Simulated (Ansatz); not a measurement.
# K under changes of volume

One of the cells (78.519 Å³/atom); the others are scaled copies at fixed shape and fractional positions:

```
K
1.0
    -2.69756    2.69756    2.69756
     2.69756   -2.69756    2.69756
     2.69756    2.69756   -2.69756
K
1
Cartesian
  0.0000 0.0000 0.0000
```

- Program: Ansatz 0.2.0
- Functional: PBE
- Potentials or basis: Ansatz PAW
- Cutoff: 420 eV (not typed: the program's choice for these potentials)
- k mesh: 7 × 7 × 7
- Occupations: fermi-dirac, width 0.05 eV
- Spin: no spin polarisation

| volume (Å³/atom) | energy over the lowest point (meV/atom) | pressure (GPa) |
| --- | --- | --- |
| 73.807 | 0.00 | 0.0 |
| 75.378 | 0.46 | -0.1 |
| 76.948 | 1.59 | -0.1 |
| 78.519 | 3.33 | -0.2 |
| 80.089 | 5.62 | -0.3 |
| 81.659 | 8.40 | -0.3 |
| 83.230 | ? | ? |

Question: What does the run at 83.230 Å³/atom give?

Answer: Energy over the lowest point 11.62 meV/atom; pressure -0.3 GPa.

Worked out: A Birch-Murnaghan fit of order 3 (a polynomial in V^(-2/3)) to the other rows has its minimum at 73.60 Å³/atom, just outside them, with B0 = V·E''(V) = 3.6 GPa and B' = 3.9. It gives 11.63 meV/atom at 83.230 Å³/atom, against the run's 11.62, and -dE/dV = -0.4 GPa, against -0.3.

Energies are extrapolated to zero smearing.
